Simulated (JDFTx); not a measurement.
# Y (P6_3/mmc) in JDFTx: reference runs

Reference runs on Y: the cell as given and a disturbed copy.

Program: JDFTx 1.7.0 (patched build). These are calculated values, not measurements. Logs are shortened: lines on timing, memory, paths and dates and some standing lists are left out, and cuts for length are marked. The log counts tension as positive stress, the text compression.

## (1) Starting point

The structure is hexagonal, space group P6_3/mmc (No. 194). The conventional cell has a = 3.647 Å, b = 3.647 Å, c = 5.731 Å, α = 90.00°, β = 90.00°, γ = 120.00°. Around Y (site symmetry -6m2) lie 12 Y at 3.56 to 3.65 Å.

## (2) Single point, PBE

Input file Y.in:

```
lattice \
    6.8925870670    -3.4462935335     0.0000000000 \
    0.0000000000     5.9691554979     0.0000000000 \
    0.0000000000     0.0000000000    10.8292645298
coords-type Lattice
ion Y      0.6666666667     0.3333333333     0.7500000000 1
ion Y      0.3333333333     0.6666666667     0.2500000000 1

ion-species pseudo/Y.upf
elec-cutoff 36 288
elec-ex-corr gga-PBE
kpoint-folding 8 8 5
elec-smearing Fermi 0.0018374661
elec-n-bands 17
electronic-SCF nIterations 100 energyDiffThreshold 1e-09
electronic-minimize nIterations 30 energyDiffThreshold 1e-7
converge-empty-states yes
forces-output-coords Cartesian

dump-name run.$VAR
dump End Ecomponents EigStats BandEigs Kpoints Forces Stress
```

Potentials or basis: PseudoDojo-SR-PBE-0.5-standard with smoothed tails.

Launch:

```bash
$ jdftx -c 1 -i Y.in -o Y.out
```

The log of the run:

```text
*************** JDFTx 1.7.0 (patched build) ***************

Input parsed successfully to the following command list (including defaults):
[... the input with its defaults ...]

---------- Setting up symmetries ----------

Found 24 point-group symmetries of the bravais lattice
Found 24 space-group symmetries with basis
Applied RMS atom displacement 3.97944e-10 bohrs to make symmetries exact.

---------- Initializing the Grid ----------
R =
[      6.89259     -3.44629            0  ]
[            0      5.96916            0  ]
[            0            0      10.8293  ]
unit cell volume = 445.548
G =
[   0.911586   0.526304         -0  ]
[          0    1.05261          0  ]
[          0         -0   0.580204  ]
Minimum fftbox size, Smin = [  56  56  84  ]
Chosen fftbox size, S = [  56  56  84  ]

---------- Initializing tighter grid for wavefunction operations ----------
R =
[      6.89259     -3.44629            0  ]
[            0      5.96916            0  ]
[            0            0      10.8293  ]
unit cell volume = 445.548
G =
[   0.911586   0.526304         -0  ]
[          0    1.05261          0  ]
[          0         -0   0.580204  ]
Minimum fftbox size, Smin = [  40  40  60  ]
Chosen fftbox size, S = [  40  40  60  ]

---------- Exchange Correlation functional ----------
Initalized PBE GGA exchange.
Initalized PBE GGA correlation.

---------- Setting up pseudopotentials ----------
Width of ionic core gaussian charges (only for fluid interactions / plotting) set to 0

Reading pseudopotential file 'pseudo/Y.upf':
  'Y' pseudopotential, 'PBE' functional
  Generated using ONCVPSP code by D. R. Hamann
  11 valence electrons, 4 orbitals, 6 projectors, 1001 radial grid points, with lMax = 2
    4S    l: 0   occupation:  2.0   eigenvalue: -1.763769
    4P    l: 1   occupation:  6.0   eigenvalue: -1.025920
    4D    l: 2   occupation:  1.0   eigenvalue: -0.092453
    5S    l: 0   occupation:  2.0   eigenvalue: -0.150767
  Core radius for overlap checks: 1.53 bohrs.

Initialized 1 species with 2 total atoms.

Folded 1 k-points by 8x8x5 to 320 k-points.

---------- Setting up k-points, bands, fillings ----------
Reduced to 30 k-points under symmetry.
Computing the number of bands and number of electrons
Calculating initial fillings.
nElectrons:  22.000000   nBands: 17   nStates: 30

----- Setting up reduced wavefunction bases (one per k-point) -----
average nbasis = 4596.028 , ideal nbasis = 4596.655

---------- Setting up ewald sum ----------
Optimum gaussian width for ewald sums = 2.714583 bohr.
Real space sum over 1521 unit cells with max indices [  6  6  4  ]
Reciprocal space sum over 2057 terms with max indices [  5  5  8  ]

---------- Allocating electronic variables ----------
Initializing wave functions:  linear combination of atomic orbitals
Y pseudo-atom occupations:   s ( 2 2 )  p ( 6 )  d ( 1 )
	FillingsUpdate:  mu: +0.368350819  nElectrons: 22.000000
LCAOMinimize: Iter:   0  F: -77.0578589739428850  |grad|_K:  1.034e-04  alpha:  1.000e+00
	FillingsUpdate:  mu: +0.367996776  nElectrons: 22.000000
LCAOMinimize: Iter:   1  F: -77.0579195779146318  |grad|_K:  7.365e-06  alpha:  8.589e-01  linmin: -5.542e-03  cgtest:  6.291e-02
	FillingsUpdate:  mu: +0.367991082  nElectrons: 22.000000
LCAOMinimize: Iter:   2  F: -77.0579198727457992  |grad|_K:  5.515e-07  alpha:  8.212e-01  linmin: -6.395e-04  cgtest: -7.591e-04
	FillingsUpdate:  mu: +0.367989565  nElectrons: 22.000000
LCAOMinimize: Iter:   3  F: -77.0579198745427476  |grad|_K:  3.348e-08  alpha:  8.888e-01  linmin: -6.751e-03  cgtest:  5.186e-02
LCAOMinimize: Converged (|Delta F|<1.000000e-06 for 2 iters).

-------- Electronic minimization -----------
Will mix electronic density at each iteration.
	FillingsUpdate:  mu: +0.367989565  nElectrons: 22.000000
	FillingsUpdate:  mu: +0.354460036  nElectrons: 22.000000
SCF: Cycle:  0   F: -77.099497370674669   dF: -4.158e-02   |Residual|: 4.533e-02   |deigs|: 1.159e-02
	FillingsUpdate:  mu: +0.350961638  nElectrons: 22.000000
SCF: Cycle:  1   F: -77.101680149928598   dF: -2.183e-03   |Residual|: 2.818e-02   |deigs|: 9.063e-03
	FillingsUpdate:  mu: +0.347085714  nElectrons: 22.000000
SCF: Cycle:  2   F: -77.102510491486669   dF: -8.303e-04   |Residual|: 9.307e-03   |deigs|: 1.186e-02
	FillingsUpdate:  mu: +0.348334480  nElectrons: 22.000000
SCF: Cycle:  3   F: -77.102506154297018   dF: +4.337e-06   |Residual|: 7.231e-03   |deigs|: 4.437e-03
	FillingsUpdate:  mu: +0.347421699  nElectrons: 22.000000
SCF: Cycle:  4   F: -77.102562490586251   dF: -5.634e-05   |Residual|: 6.635e-04   |deigs|: 2.798e-03
	FillingsUpdate:  mu: +0.347326862  nElectrons: 22.000000
SCF: Cycle:  5   F: -77.102562631385396   dF: -1.408e-07   |Residual|: 1.303e-03   |deigs|: 3.427e-04
	FillingsUpdate:  mu: +0.347516057  nElectrons: 22.000000
SCF: Cycle:  6   F: -77.102565496462404   dF: -2.865e-06   |Residual|: 3.042e-04   |deigs|: 5.899e-04
	FillingsUpdate:  mu: +0.347471896  nElectrons: 22.000000
SCF: Cycle:  7   F: -77.102565806930400   dF: -3.105e-07   |Residual|: 9.269e-05   |deigs|: 1.318e-04
	FillingsUpdate:  mu: +0.347475348  nElectrons: 22.000000
SCF: Cycle:  8   F: -77.102566001844949   dF: -1.949e-07   |Residual|: 5.272e-05   |deigs|: 1.582e-05
	FillingsUpdate:  mu: +0.347479082  nElectrons: 22.000000
SCF: Cycle:  9   F: -77.102566086194827   dF: -8.435e-08   |Residual|: 1.944e-05   |deigs|: 1.322e-05
	FillingsUpdate:  mu: +0.347480567  nElectrons: 22.000000
SCF: Cycle: 10   F: -77.102566122235245   dF: -3.604e-08   |Residual|: 5.812e-06   |deigs|: 1.238e-05
	FillingsUpdate:  mu: +0.347480816  nElectrons: 22.000000
SCF: Cycle: 11   F: -77.102566139713531   dF: -1.748e-08   |Residual|: 3.324e-06   |deigs|: 1.124e-05
	FillingsUpdate:  mu: +0.347481178  nElectrons: 22.000000
SCF: Cycle: 12   F: -77.102566147790981   dF: -8.077e-09   |Residual|: 3.141e-06   |deigs|: 9.079e-06
	FillingsUpdate:  mu: +0.347480928  nElectrons: 22.000000
SCF: Cycle: 13   F: -77.102566151460962   dF: -3.670e-09   |Residual|: 1.933e-06   |deigs|: 6.248e-06
	FillingsUpdate:  mu: +0.347480804  nElectrons: 22.000000
SCF: Cycle: 14   F: -77.102566153214980   dF: -1.754e-09   |Residual|: 8.305e-07   |deigs|: 7.304e-06
	FillingsUpdate:  mu: +0.347480766  nElectrons: 22.000000
SCF: Cycle: 15   F: -77.102566154018831   dF: -8.039e-10   |Residual|: 4.695e-07   |deigs|: 7.172e-06
	FillingsUpdate:  mu: +0.347480768  nElectrons: 22.000000
SCF: Cycle: 16   F: -77.102566154440680   dF: -4.218e-10   |Residual|: 4.970e-07   |deigs|: 8.509e-06
SCF: Converged (|Delta E|<1.000000e-09 for 2 iters).

Setting wave functions to eigenvectors of Hamiltonian
Converging empty states (this may take a while):
EmptyStates: None of the convergence criteria satisfied.
|deigs|: 3.015e-04

# Stress tensor in Cartesian coordinates [Eh/a0^3]:
[ -2.10994e-07            0            0  ]
[            0 -2.10994e-07            0  ]
[            0            0  1.38972e-05  ]

# Ionic positions in lattice coordinates:
ion Y   0.666666666666667   0.333333333333333   0.750000000000000 1
ion Y   0.333333333333333   0.666666666666667   0.250000000000000 1

# Forces in Cartesian coordinates:
force Y   0.000000000000000   0.000000000000000  -0.000000000000000 1
force Y  -0.000000000000000  -0.000000000000000  -0.000000000000000 1

# Energy components:
   Eewald =      -57.6357669241978670
       EH =       13.2244239861979693
     Eloc =      -52.8701626957859432
      Enl =        8.5312039735074965
      Exc =      -15.8861518449888344
 Exc_core =        4.4942131033944959
       KE =       23.0411568495644303
-------------------------------------
     Etot =      -77.1010835523082392
       TS =        0.0014826021324466
-------------------------------------
        F =      -77.1025661544406802

IonicMinimize: Iter:   0  F: -77.102566154440680  |grad|_K:        nan
IonicMinimize: None of the convergence criteria satisfied after 0 iterations.

#--- Lowdin population analysis ---
# oxidation-state Y +0.061 +0.061

Dumping 'run.eigStats' ...
	eMin: -1.220634 at state 0 ( [ +0.000000 +0.000000 +0.000000 ] spin 0 )
	HOMO: +0.347436 at state 18 ( [ +0.125000 +0.250000 +0.000000 ] spin 0 )
	mu  : +0.347481
	LUMO: +0.348907 at state 9 ( [ +0.000000 +0.375000 +0.000000 ] spin 0 )
	eMax: +0.544298 at state 12 ( [ +0.000000 +0.500000 +0.000000 ] spin 0 )
	HOMO-LUMO gap: +0.001470
	Optical gap  : +0.005152 at state 14 ( [ +0.000000 +0.500000 +0.400000 ] spin 0 )
WARNING: the last solve of the electrons (or of bands or displaced states from it) ended unconverged.
Done!
```

Wall time 2.3 min (1 thread of Arm Neoverse V1, shared host); peak memory 0.18 GiB.

Results:

- Free energy: -2098.0677 eV
- Pressure: -0.1 GPa
- Band gap on the k mesh: none (metal or under the smearing width)

Stress tensor (GPa, compression positive):
```
 0.01  0.00  0.00
 0.00  0.01  0.00
 0.00  0.00 -0.41
```

Caveat: the empty levels aren't tightly converged.

## (3) Single point, PBE (atoms moved at random, drawn with an rms of 0.05 Å)

Y.in: that of step 2 with these lines changed.

```diff
@@ -5,4 +5,4 @@
 coords-type Lattice
-ion Y      0.6666666667     0.3333333333     0.7500000000 1
-ion Y      0.3333333333     0.6666666667     0.2500000000 1
+ion Y      0.6700770000     0.3217800000     0.7512290000 1
+ion Y      0.3305060000     0.6741340000     0.2556330000 1
 
@@ -20,2 +20,2 @@
 dump-name run.$VAR
-dump End Ecomponents EigStats BandEigs Kpoints Forces Stress
+dump End Ecomponents EigStats BandEigs Kpoints Forces Stress ElecDensity Dtot KEdensity
```

Potentials or basis: PseudoDojo-SR-PBE-0.5-standard with smoothed tails.

Launch:

```bash
$ jdftx -c 1 -i Y.in -o Y.out
```

The log of the run:

```text
*************** JDFTx 1.7.0 (patched build) ***************

Input parsed successfully to the following command list (including defaults):
[... the input with its defaults ...]

---------- Setting up symmetries ----------

Found 24 point-group symmetries of the bravais lattice
Found 2 space-group symmetries with basis
Applied RMS atom displacement 0 bohrs to make symmetries exact.

---------- Initializing the Grid ----------
R =
[      6.89259     -3.44629            0  ]
[            0      5.96916            0  ]
[            0            0      10.8293  ]
unit cell volume = 445.548
G =
[   0.911586   0.526304         -0  ]
[          0    1.05261          0  ]
[          0         -0   0.580204  ]
Minimum fftbox size, Smin = [  56  56  84  ]
Chosen fftbox size, S = [  56  56  84  ]

---------- Initializing tighter grid for wavefunction operations ----------
R =
[      6.89259     -3.44629            0  ]
[            0      5.96916            0  ]
[            0            0      10.8293  ]
unit cell volume = 445.548
G =
[   0.911586   0.526304         -0  ]
[          0    1.05261          0  ]
[          0         -0   0.580204  ]
Minimum fftbox size, Smin = [  40  40  60  ]
Chosen fftbox size, S = [  40  40  60  ]

---------- Exchange Correlation functional ----------
Initalized PBE GGA exchange.
Initalized PBE GGA correlation.

---------- Setting up pseudopotentials ----------
Width of ionic core gaussian charges (only for fluid interactions / plotting) set to 0

Reading pseudopotential file 'pseudo/Y.upf':
  'Y' pseudopotential, 'PBE' functional
  Generated using ONCVPSP code by D. R. Hamann
  11 valence electrons, 4 orbitals, 6 projectors, 1001 radial grid points, with lMax = 2
    4S    l: 0   occupation:  2.0   eigenvalue: -1.763769
    4P    l: 1   occupation:  6.0   eigenvalue: -1.025920
    4D    l: 2   occupation:  1.0   eigenvalue: -0.092453
    5S    l: 0   occupation:  2.0   eigenvalue: -0.150767
  Core radius for overlap checks: 1.53 bohrs.

Initialized 1 species with 2 total atoms.

Folded 1 k-points by 8x8x5 to 320 k-points.
[... 32 lines left out ...]
Will mix electronic density at each iteration.
	FillingsUpdate:  mu: +0.367875553  nElectrons: 22.000000
	FillingsUpdate:  mu: +0.354465238  nElectrons: 22.000000
SCF: Cycle:  0   F: -77.099393607651564   dF: -4.166e-02   |Residual|: 4.548e-02   |deigs|: 1.168e-02
	FillingsUpdate:  mu: +0.350954359  nElectrons: 22.000000
SCF: Cycle:  1   F: -77.101519778605422   dF: -2.126e-03   |Residual|: 2.810e-02   |deigs|: 9.080e-03
	FillingsUpdate:  mu: +0.347101291  nElectrons: 22.000000
SCF: Cycle:  2   F: -77.102340003261702   dF: -8.202e-04   |Residual|: 9.224e-03   |deigs|: 1.178e-02
	FillingsUpdate:  mu: +0.348320880  nElectrons: 22.000000
SCF: Cycle:  3   F: -77.102333420740223   dF: +6.583e-06   |Residual|: 7.058e-03   |deigs|: 4.336e-03
	FillingsUpdate:  mu: +0.347387741  nElectrons: 22.000000
SCF: Cycle:  4   F: -77.102385574342520   dF: -5.215e-05   |Residual|: 9.082e-04   |deigs|: 2.859e-03
	FillingsUpdate:  mu: +0.347389054  nElectrons: 22.000000
SCF: Cycle:  5   F: -77.102387481753397   dF: -1.907e-06   |Residual|: 7.599e-04   |deigs|: 3.814e-05
	FillingsUpdate:  mu: +0.347481908  nElectrons: 22.000000
SCF: Cycle:  6   F: -77.102389080138551   dF: -1.598e-06   |Residual|: 6.563e-05   |deigs|: 2.923e-04
	FillingsUpdate:  mu: +0.347484965  nElectrons: 22.000000
SCF: Cycle:  7   F: -77.102389552157504   dF: -4.720e-07   |Residual|: 3.245e-05   |deigs|: 1.308e-05
[... 7 lines left out ...]
SCF: Cycle: 11   F: -77.102390133487845   dF: -4.502e-08   |Residual|: 2.194e-06   |deigs|: 9.939e-06
	FillingsUpdate:  mu: +0.347487316  nElectrons: 22.000000
SCF: Cycle: 12   F: -77.102390153969210   dF: -2.048e-08   |Residual|: 1.822e-06   |deigs|: 8.544e-06
	FillingsUpdate:  mu: +0.347487303  nElectrons: 22.000000
SCF: Cycle: 13   F: -77.102390164394905   dF: -1.043e-08   |Residual|: 1.133e-06   |deigs|: 8.335e-06
	FillingsUpdate:  mu: +0.347487184  nElectrons: 22.000000
SCF: Cycle: 14   F: -77.102390169164963   dF: -4.770e-09   |Residual|: 1.333e-06   |deigs|: 8.483e-06
	FillingsUpdate:  mu: +0.347487175  nElectrons: 22.000000
SCF: Cycle: 15   F: -77.102390171463924   dF: -2.299e-09   |Residual|: 7.032e-07   |deigs|: 8.269e-06
	FillingsUpdate:  mu: +0.347487187  nElectrons: 22.000000
SCF: Cycle: 16   F: -77.102390172522789   dF: -1.059e-09   |Residual|: 3.192e-07   |deigs|: 7.796e-06
	FillingsUpdate:  mu: +0.347487193  nElectrons: 22.000000
SCF: Cycle: 17   F: -77.102390173031608   dF: -5.088e-10   |Residual|: 1.873e-07   |deigs|: 7.632e-06
	FillingsUpdate:  mu: +0.347487193  nElectrons: 22.000000
SCF: Cycle: 18   F: -77.102390173276959   dF: -2.454e-10   |Residual|: 1.103e-07   |deigs|: 7.564e-06
SCF: Converged (|Delta E|<1.000000e-09 for 2 iters).

Setting wave functions to eigenvectors of Hamiltonian
Converging empty states (this may take a while):
EmptyStates: None of the convergence criteria satisfied.
|deigs|: 3.102e-04

# Stress tensor in Cartesian coordinates [Eh/a0^3]:
[  6.91608e-06 -6.21432e-06  6.90536e-07  ]
[ -6.21432e-06 -5.92785e-06 -7.08838e-07  ]
[  6.90536e-07 -7.08838e-07  1.20527e-05  ]

# Ionic positions in lattice coordinates:
ion Y   0.670077000000000   0.321780000000000   0.751229000000000 1
ion Y   0.330506000000000   0.674134000000000   0.255633000000000 1

# Forces in Cartesian coordinates:
force Y  -0.001159638661014   0.001290573387984   0.001637729971038 1
force Y   0.001159638661014  -0.001290573387984  -0.001637729971038 1

# Energy components:
   Eewald =      -57.6300869660894648
       EH =       13.2296535507048212
     Eloc =      -52.8812412606062949
      Enl =        8.5311031679440017
      Exc =      -15.8863076758648685
 Exc_core =        4.4942131957643152
       KE =       23.0417390237444906
-------------------------------------
     Etot =      -77.1009269644029871
       TS =        0.0014632088739703
-------------------------------------
        F =      -77.1023901732769588

IonicMinimize: Iter:   0  F: -77.102390173276959  |grad|_K:  1.377e-03
IonicMinimize: None of the convergence criteria satisfied after 0 iterations.

#--- Lowdin population analysis ---
# oxidation-state Y +0.061 +0.061

Dumping 'run.eigStats' ...
	eMin: -1.220660 at state 0 ( [ +0.000000 +0.000000 +0.000000 ] spin 0 )
	HOMO: +0.347466 at state 44 ( [ +0.125000 +0.500000 -0.400000 ] spin 0 )
	mu  : +0.347487
	LUMO: +0.347551 at state 34 ( [ +0.125000 +0.250000 -0.400000 ] spin 0 )
	eMax: +0.545342 at state 18 ( [ +0.000000 +0.500000 +0.000000 ] spin 0 )
	HOMO-LUMO gap: +0.000085
	Optical gap  : +0.001788 at state 78 ( [ +0.250000 +0.375000 +0.400000 ] spin 0 )
WARNING: the last solve of the electrons (or of bands or displaced states from it) ended unconverged.
Done!
```

Run time: 14 min. Hardware: 1 thread of Arm Neoverse V1, shared host; peak memory 0.7 GiB.

What came out:

```
Free energy            : -2098.0629 eV
Pressure               : -0.1 GPa
Largest force          : 0.123 eV/Å
Band gap on the k mesh : none (metal or under the smearing width)
```

Forces in eV/Å, atoms in the order of the input:
```
Y   -0.060  0.066  0.084
Y    0.060 -0.066 -0.084
```

Stress tensor (GPa, compression positive):
```
-0.20  0.18 -0.02
 0.18  0.17  0.02
-0.02  0.02 -0.35
```

Caveat: the empty levels aren't tightly converged.
